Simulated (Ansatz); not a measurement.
# ZnO: the cost of one run

Method: DFT LDA, scalar-relativistic, in Ansatz 0.2.0.

## 1. The system as given

Symmetry: P6_3mc, No. 186, hexagonal system. The conventional cell has a = 3.249 Å, b = 3.249 Å, c = 5.204 Å, α = 90.00°, β = 90.00°, γ = 120.00°. Zn (site symmetry 3m) is surrounded by 4 O at 1.97 to 1.99 Å. Around O (site symmetry 3m) lie 4 Zn at 1.97 to 1.99 Å.

Coordinates:

```
Zn O
1.0
     3.24940    0.00000    0.00000
    -1.62470    2.81406    0.00000
     0.00000    0.00000    5.20380
Zn O
2 2
Direct
  0.33333 0.66667 0.00000
  0.66667 0.33333 0.50000
  0.33333 0.66667 0.38210
  0.66667 0.33333 0.88210
```

Atoms are numbered in the order of the input: Zn1, Zn2, O3, O4.

## 2. Volume × 0.94, LAPW

The input, input.yaml:

```yaml
crystal:
  lattice:
    - [3.1830658516, 0.0, 0.0]
    - [-1.5915329258, 2.7566158894, 0.0]
    - [0.0, 0.0, 5.0975701925]
  atoms:
    - { symbol: Zn, position: [0.3333333333, 0.6666666667, 0.0] }
    - { symbol: Zn, position: [0.6666666667, 0.3333333333, 0.5] }
    - { symbol: O, position: [0.3333333333, 0.6666666667, 0.3821] }
    - { symbol: O, position: [0.6666666667, 0.3333333333, 0.8821] }
kpoints:
  mp_grid: { grid: [11, 11, 6] }
  band_path:
    path:
      - [0.0, 0.0, 0.0]
      - [0.5, 0.0, 0.0]
      - [0.3333333333, 0.3333333333, 0.0]
      - [0.0, 0.0, 0.0]
      - [0.0, 0.0, 0.5]
      - [0.5, 0.0, 0.5]
      - [0.3333333333, 0.3333333333, 0.5]
      - [0.0, 0.0, 0.5]
      - [0.5, 0.0, 0.5]
    npoints: 5
scf:
  occupations: { method: fermi_dirac, width: 0.02 }
hamiltonian:
  xc: lda
  pseudopotentials: { kind: all_electron, lapw: { basis_error: 0.0005 } }
output:
  forces: true
  stress: true
  eigenvalues: true
```

Run with:

```sh
$ ansatz run input.yaml --threads 1 --pin off --max-ram 6144MiB --backend cpu --events-out ev --progress --plain --runs-dir out
```

Q: Estimate wall time and peak memory on 1 thread of Arm Neoverse V2, shared host.

About 1.8 min, with a peak of 0.57 GiB.
